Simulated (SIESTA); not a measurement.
Here is a SIESTA 5.4.2 calculation.

The input Al.fdf:

```
SystemName                      Aluminum
SystemLabel                     Al
NumberOfSpecies                 1
NumberOfAtoms                   1
%block ChemicalSpeciesLabel
  1  13 Al
%endblock ChemicalSpeciesLabel

LatticeConstant                 1.0 Ang
%block LatticeVectors
     0.0000000000     2.0248050000     2.0248050000
     2.0248050000     0.0000000000     2.0248050000
     2.0248050000     2.0248050000     0.0000000000
%endblock LatticeVectors
AtomicCoordinatesFormat         Fractional
%block AtomicCoordinatesAndAtomicSpecies
     0.0000000000     0.0000000000     0.0000000000  1  Al
%endblock AtomicCoordinatesAndAtomicSpecies

%block kgrid.MonkhorstPack
   11   0   0  0.0
    0  11   0  0.0
    0   0  11  0.0
%endblock kgrid.MonkhorstPack
XC.Functional                   GGA
XC.Authors                      PBE
PAO.BasisSize                   DZP
PAO.EnergyShift                 0.003 Ry
Mesh.Cutoff                     500 Ry
OccupationFunction              FD
ElectronicTemperature           0.05 eV
MaxSCFIterations                120
SCF.MustConverge                false
SCF.Mixer.Method                Pulay
SCF.Mixer.Weight                0.25
SCF.Mixer.History               8
SCF.DM.Tolerance                5.0e-05
SCF.H.Tolerance                 1.0e-03 eV
WriteForces                     true
Charge.Mulliken                 end
```

Potentials or basis: PseudoDojo 0.4 standard (PBE files), DZP (energy shift 0.003 Ry).

The run is started by

```sh
$ siesta < Al.fdf > Al.out 2>&1
```

(1) What does it give for the band gap on the k mesh?

(2) Estimate the pressure.

## Answers

(1) none (metal or under the smearing width).

(2) -0.4 GPa.

Caveat: the basis of atomic orbitals isn't converged, which shifts pressures, moduli and gaps.
